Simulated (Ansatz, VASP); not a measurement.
Two plane-wave programs on Ru

Contents of INCAR:

```
SYSTEM = Ru
  PREC = Accurate
  ENCUT = 520
  EDIFF = 1E-7
  ISMEAR = -1
  SIGMA = 0.1
  LREAL = .FALSE.
  LASPH = .TRUE.
  NELM = 150
  ALGO = Normal
  ISIF = 2
  LWAVE = .FALSE.
  LCHARG = .FALSE.
  MAGMOM = 0 0 0
  LORBIT = 11
  LSORBIT = .TRUE.
  GGA_COMPAT = .FALSE.
  LORBMOM = .TRUE.
  LMAXMIX = 4
  GGA = PE
  NBANDS = 25
```

The input KPOINTS:

```
Automatic mesh
0
G
  14 14 14
  0 0 0
```

Contents of POSCAR:

```
Ru
1.0
   -1.5274112636      1.5274112636      1.5274112636
    1.5274112636     -1.5274112636      1.5274112636
    1.5274112636      1.5274112636     -1.5274112636
Ru
1
Direct
    0.0000000000      0.0000000000      0.0000000000
```

Input for Ansatz:

```yaml
crystal:
  lattice:
    - [-1.5274112636, 1.5274112636, 1.5274112636]
    - [1.5274112636, -1.5274112636, 1.5274112636]
    - [1.5274112636, 1.5274112636, -1.5274112636]
  atoms:
    - { symbol: Ru, position: [0.0, 0.0, 0.0] }
hamiltonian:
  xc: pbe
  pseudopotentials:
    kind: paw_fr
    azcp:
      Ru: "pseudopotentials/Ru.paw.azcp"
basis:
  ecutwfc: 420
  fft_grid_basis: typed
kpoints:
  mp_grid: { grid: [14, 14, 14], shift: [0, 0, 0] }
magnetization:
  noncollinear: true
  spin_orbit: true
scf:
  occupations: { method: fermi_dirac, width: 0.1 }
```

Alike in both runs: task single point; functional PBE; k mesh 14 × 14 × 14; occupations fermi-dirac, width 0.1 eV; non-collinear spin, spin-orbit coupling.

```csv
,VASP,Ansatz
version,VASP 6.6.1,Ansatz 0.2.0
potentials or method,"VASP PAW PBE potentials, release 64 (Ru_pv)","plane waves (420 eV) with PAW, fully relativistic with spin-orbit coupling"
plane-wave cutoff (eV),520,420
valence electrons in the cell,14,16
```

|  | VASP | Ansatz | Ansatz less VASP |
| --- | --- | --- | --- |
| net moment per atom (μB) | 0.00 | 0.00 | 0.000 |

The two sets of potentials don't hold the same shells in valence.
